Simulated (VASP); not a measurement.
# Ni (Fm-3m) in VASP: elastic constants with LDA

Aim: the elastic constants of Ni with LDA.

All numbers are computed with VASP 6.6.1; they aren't measurements. Logs are shortened: lines on timing, memory, paths and dates and some standing lists are left out, and cuts for length are marked.

## 1. Starting point

Symmetry: Fm-3m, No. 225, cubic system. Conventional cell: a = 3.551 Å, b = 3.551 Å, c = 3.551 Å, α = 90.00°, β = 90.00°, γ = 90.00°. Ni (site symmetry m-3m) is surrounded by 12 Ni at 2.51 Å.

## 2. Elastic constants, LDA, collinear spin, ferromagnetic start

Contents of POSCAR:

```
Ni
1.0
    0.0000000000      1.7756500000      1.7756500000
    1.7756500000      0.0000000000      1.7756500000
    1.7756500000      1.7756500000      0.0000000000
Ni
1
Direct
    0.0000000000      0.0000000000      0.0000000000
```

Contents of INCAR.step1:

```
ALGO = Normal
EDIFF = 1E-8
EDIFFG = -0.002
ENCUT = 600
GGA = CA
IBRION = 2
ISIF = 3
ISMEAR = 0
ISPIN = 2
LASPH = True
LCHARG = False
LMAXMIX = 4
LORBIT = 11
LREAL = False
LWAVE = False
MAGMOM = 1
NELM = 150
NSW = 40
PREC = Accurate
SIGMA = 0.1
```

Contents of INCAR.step2:

```
ALGO = Normal
EDIFF = 1E-8
ENCUT = 600
GGA = CA
IBRION = 6
ISIF = 3
ISMEAR = 0
ISPIN = 2
LASPH = True
LCHARG = False
LMAXMIX = 4
LORBIT = 11
LREAL = False
LWAVE = False
MAGMOM = 1
NELM = 150
NFREE = 2
NSW = 1
POTIM = 0.015
PREC = Accurate
SIGMA = 0.1
```

Contents of KPOINTS:

```
k-points
0
Gamma
  8 8 8
```

Potentials or basis: VASP PAW LDA potentials, release 64 (Ni).

Launch:

```bash
$ cat potpaw_LDA.64/Ni/POTCAR > POTCAR
$ cp INCAR.step1 INCAR
$ mpirun -np 1 vasp_std > vasp.out
$ cp CONTCAR POSCAR
$ cp INCAR.step2 INCAR
$ mpirun -np 1 vasp_std > vasp.out
```

OUTCAR:

```text
EDIFF = 1E-8
   ENCUT = 600
   GGA = CA
   IBRION = 6
   ISIF = 3
   ISMEAR = 0
   ISPIN = 2
   LASPH = True
   LORBIT = 11
   LREAL = False
   NELM = 150
   NFREE = 2
   NSW = 1
   POTIM = 0.015
   PREC = Accurate

 ion  position               nearest neighbor table
   1  0.000  0.000  0.000-

  LATTYP: Found a face centered cubic cell.
 ALAT       =     3.4254016889

  Lattice vectors:

 A1 = (   0.0000000000,   1.7127008445,   1.7127008445)
 A2 = (   1.7127008445,   0.0000000000,   1.7127008445)
 A3 = (   1.7127008445,   1.7127008445,   0.0000000000)

Analysis of symmetry for initial positions (statically):
=====================================================================
 Subroutine PRICEL returns:
 Original cell was already a primitive cell.

 Routine SETGRP: Setting up the symmetry group for a
 face centered cubic supercell.

 Subroutine GETGRP returns: Found 48 space group operations
 (whereof 48 operations were pure point group operations)
 out of a pool of 48 trial point group operations.

The static configuration has the point symmetry O_h .

Analysis of symmetry for dynamics (positions and initial velocities):
=====================================================================
 Subroutine PRICEL returns:
 Original cell was already a primitive cell.

 Routine SETGRP: Setting up the symmetry group for a
 face centered cubic supercell.

 Subroutine GETGRP returns: Found 48 space group operations
 (whereof 48 operations were pure point group operations)
 out of a pool of 48 trial point group operations.

The dynamic configuration has the point symmetry O_h .

Analysis of structural, dynamic, and magnetic symmetry:
=====================================================================
 Subroutine PRICEL returns:
 Original cell was already a primitive cell.

 Routine SETGRP: Setting up the symmetry group for a
 face centered cubic supercell.

 Subroutine GETGRP returns: Found 48 space group operations
 (whereof 48 operations were pure point group operations)
 out of a pool of 48 trial point group operations.

The overall configuration has the point symmetry O_h .

 Subroutine INISYM returns: Found 48 space group operations
 (whereof 48 operations are pure point group operations),
 and found     1 'primitive' translations

----------------------------------------------------------------------------------------

                                     Primitive cell

  volume of cell :      10.0479

  direct lattice vectors                    reciprocal lattice vectors
     0.000000000  1.712700844  1.712700844    -0.291936564  0.291936564  0.291936564
     1.712700844  0.000000000  1.712700844     0.291936564 -0.291936564  0.291936564
     1.712700844  1.712700844  0.000000000     0.291936564  0.291936564 -0.291936564

  length of vectors
     2.422124763  2.422124763  2.422124763     0.505648962  0.505648962  0.505648962

  position of ions in fractional coordinates (direct lattice)
     0.000000000  0.000000000  0.000000000

  ion indices of the primitive-cell ions
   primitive index   ion index
                 1           1

----------------------------------------------------------------------------------------

 KPOINTS: k-points

Automatic generation of k-mesh.
 Grid dimensions read from file:
 generate k-points for:    8    8    8

 Generating k-lattice:

  Cartesian coordinates                     Fractional coordinates (reciprocal lattice)
    -0.036492071  0.036492071  0.036492071     0.125000000  0.000000000  0.000000000
     0.036492071 -0.036492071  0.036492071     0.000000000  0.125000000  0.000000000
     0.036492071  0.036492071 -0.036492071     0.000000000  0.000000000  0.125000000

  Length of vectors
     0.063206120  0.063206120  0.063206120

  Shift w.r.t. Gamma in fractional coordinates (k-lattice)
[... 111 lines left out ...]
  -------------------------------------------------------------------------------------
  Total       -0.0014020     -0.0014020     -0.0014020      0.0000000      0.0000000     -0.0000000
  in kB       -0.2235491     -0.2235491     -0.2235491      0.0000000      0.0000000     -0.0000000
  external PRESSURE =      -0.2235491 kB  Pullay stress =       0.0000000 kB
[... 86 lines left out ...]
  FREE ENERGIE OF THE ION-ELECTRON SYSTEM (eV)
  ---------------------------------------------------
  free  energy   TOTEN  =        -6.5752820901 eV

  energy  without entropy=       -6.5673554579  energy(sigma->0) =       -6.57131877

 E-fermi :   9.9629     XC(G=0): -14.0025

 val. band max:        9.9534823136   @ k =  -0.2500   0.1250   0.3750
 cond. band min:       9.9925215036   @ k =   0.3750   0.1250   0.0000
 fundamental gap:      0.0390391900
 Fermi energy:         9.9629435228

 spin component 1

 k-point     1 :       0.0000    0.0000    0.0000
  band No.  band energies     occupation
      1       0.5229      1.00000
      2       7.3274      1.00000
      3       7.4319      1.00000
      4       7.4319      1.00000
      5       8.5966      1.00000
      6       8.7035      1.00000
      7      34.2952      0.00000
      8      38.4318      0.00000
      9      38.6202      0.00000
     10      38.6202      0.00000
[... 603 lines left out ...]
 k-point    24 :      -0.3750    0.2500    0.1250
  band No.  band energies     occupation
      1       6.2047      1.00000
      2       7.0829      1.00000
      3       7.8515      1.00000
      4       8.7264      1.00000
      5      10.0649      0.07476
      6      13.8645      0.00000
      7      16.8986      0.00000
      8      26.6854      0.00000
      9      27.8391      0.00000
     10      36.9438      0.00000

 [... further k-points ...]

[... ionic steps 4 to 12 ...]

--------------------------------------- Ionic step       13  -------------------------------------------

 number of electron       9.9999994 magnetization       0.6992153

------------------------ aborting loop because EDIFF is reached ----------------------------------------
[... 65 lines left out ...]
--------------------------------------- Ionic step       15  -------------------------------------------

 number of electron       9.9999997 magnetization       0.6992155

 Free energy of the ion-electron system (eV)
  ---------------------------------------------------
  ext. energy  EPLUGINS =         0.00000000
  ---------------------------------------------------
  free energy    TOTEN  =        -6.57755180 eV

  energy without entropy =       -6.56925951  energy(sigma->0) =       -6.57340566

 E-fermi :  10.1901     XC(G=0): -14.0931

 val. band max:       10.1678825416   @ k =  -0.2500   0.3750   0.1250
 cond. band min:      10.1956416284   @ k =   0.3750   0.3750   0.0000
 fundamental gap:      0.0277590868
 Fermi energy:        10.1901038813

 spin component 1

 k-point     1 :       0.0000    0.0000    0.0000
  band No.  band energies     occupation
      1       0.6441      1.00000
      2       7.5819      1.00000
      3       7.5819      1.00000
      4       7.5819      1.00000
      5       8.8634      1.00000
      6       8.8634      1.00000
      7      34.6426      0.00000
      8      39.0291      0.00000
      9      39.0291      0.00000
     10      39.0291      0.00000
[... 643 lines left out ...]
  FREE ENERGIE OF THE ION-ELECTRON SYSTEM (eV)
  ---------------------------------------------------
  free  energy   TOTEN  =        -6.5775518044 eV

  energy  without entropy=       -6.5692595092  energy(sigma->0) =       -6.57340566

 INTERNAL STRAIN TENSORS FROM STRAINED CELLS
 ============================================

 INTERNAL STRAIN TENSOR FOR ION    1 for displacements in x,y,z  (eV/Angst):
          X           Y           Z          XY          YZ          ZX
  --------------------------------------------------------------------------------
  x     0.00000     0.00000     0.00000    -0.00000     0.00000    -0.00000
  y     0.00000     0.00000    -0.00000     0.00000     0.00000     0.00000
  z     0.00000     0.00000     0.00000     0.00000     0.00000     0.00000

 INTERNAL STRAIN TENSORS FROM DISPLACED ATOMS
 ============================================

 INTERNAL STRAIN TENSOR FOR ION    1 for displacements in x,y,z  (eV/Angst):
          X           Y           Z          XY          YZ          ZX
  --------------------------------------------------------------------------------
  x     0.00000     0.00000     0.00000     0.00000     0.00000     0.00000
  y     0.00000     0.00000     0.00000     0.00000     0.00000     0.00000
  z     0.00000     0.00000     0.00000     0.00000     0.00000     0.00000

 Eigenvectors and eigenvalues of the dynamical matrix
 ----------------------------------------------------

   1 f/i=    0.000000 THz     0.000000 2PiTHz    0.000000 cm-1     0.000000 meV
             X         Y         Z           dx          dy          dz
      0.000000  0.000000  0.000000     1.000000    0.000000    0.000000

   2 f/i=    0.000000 THz     0.000000 2PiTHz    0.000000 cm-1     0.000000 meV
             X         Y         Z           dx          dy          dz
      0.000000  0.000000  0.000000     0.000000    1.000000    0.000000

   3 f/i=    0.000000 THz     0.000000 2PiTHz    0.000000 cm-1     0.000000 meV
             X         Y         Z           dx          dy          dz
      0.000000  0.000000  0.000000     0.000000    0.000000    1.000000

--------------------------------------------------------------------------------------------------------

 ELASTIC MODULI CONTR FROM IONIC RELAXATION (kBar)
 Direction    XX          YY          ZZ          XY          YZ          ZX
 --------------------------------------------------------------------------------
 XX           0.0000      0.0000      0.0000      0.0000      0.0000      0.0000
 YY           0.0000      0.0000      0.0000      0.0000      0.0000      0.0000
 ZZ           0.0000      0.0000      0.0000      0.0000      0.0000      0.0000
 XY           0.0000      0.0000      0.0000      0.0000      0.0000      0.0000
 YZ           0.0000      0.0000      0.0000      0.0000      0.0000      0.0000
 ZX           0.0000      0.0000      0.0000      0.0000      0.0000      0.0000
 --------------------------------------------------------------------------------

 TOTAL ELASTIC MODULI (kBar)
 Direction    XX          YY          ZZ          XY          YZ          ZX
 --------------------------------------------------------------------------------
 XX        3235.9922   2171.7671   2171.7671      0.0000     -0.0000     -0.0000
 YY        2171.7671   3235.9922   2171.7671     -0.0000     -0.0000      0.0000
 ZZ        2171.7671   2171.7671   3235.9922     -0.0000      0.0000      0.0000
 XY           0.0000     -0.0000     -0.0000   1670.6661      0.0000     -0.0000
 YZ          -0.0000     -0.0000      0.0000      0.0000   1670.6661      0.0000
 ZX          -0.0000      0.0000      0.0000     -0.0000      0.0000   1670.6661
 --------------------------------------------------------------------------------

 total charge

# of ion       s       p       d       tot
------------------------------------------
    1        0.536   0.577   8.357   9.470

 magnetization (x)

# of ion       s       p       d       tot
------------------------------------------
    1       -0.000  -0.012   0.708   0.696
```

It took 2.5 min on 1 thread of Intel Xeon Platinum 8559C (Emerald Rapids), shared host; peak memory 0.18 GiB.

What came out:

```yaml
Relaxed_volume: 10.05 Å³/atom
Relaxed_cell: a = 2.422 Å, b = 2.422 Å, c = 2.422 Å, α = 60.00°, β = 60.00°, γ = 60.00°
Space_group_after_relaxing_to_0.05_Å: Fm-3m (No. 225)
Net_moment: 0.70 μB per cell
Site_moments: Ni +0.70 μB
Valence_electrons_inside_the_program's_atomic_spheres: Ni 9.47
Elastic_constants_C11_C12_C44: 324, 217, 167 GPa
Voigt_bulk_modulus: 253 GPa
```

The path:
```csv
step,energy change (eV),largest force (eV/Å),pressure (GPa),volume (Å³)
1,0.0000,0.0000,-21.04,11.20
2,0.0280,0.0000,37.46,8.98
3,-0.0839,0.0000,-0.60,10.07
4,-0.0839,0.0000,-0.07,10.05
5,-0.0839,0.0000,0.49,10.03
6,-0.0839,0.0000,-0.52,10.07
7,-0.0839,0.0000,0.00,10.05
```

Final structure:
```cif
data_structure
_symmetry_space_group_name_H-M 'P 1'
_symmetry_Int_Tables_number 1
_cell_length_a 2.4221
_cell_length_b 2.4221
_cell_length_c 2.4221
_cell_angle_alpha 60.000
_cell_angle_beta 60.000
_cell_angle_gamma 60.000
_cell_volume 10.05
loop_
_atom_site_label
_atom_site_type_symbol
_atom_site_fract_x
_atom_site_fract_y
_atom_site_fract_z
_atom_site_occupancy
Ni1 Ni 0.00000 0.00000 0.00000 1
```

Elastic tensor in Voigt notation (GPa, in the Cartesian axes of the cell as first typed):
```
324 217 217   0   0   0
217 324 217   0   0   0
217 217 324   0   0   0
  0   0   0 167   0   0
  0   0   0   0 167   0
  0   0   0   0   0 167
```

Clamped-ion elastic tensor (GPa):
```
324 217 217   0   0   0
217 324 217   0   0   0
217 217 324   0   0   0
  0   0   0 167   0   0
  0   0   0   0 167   0
  0   0   0   0   0 167
```

Caveat: the k mesh is coarse (spacing up to 0.38 Å⁻¹), so the values aren't converged.
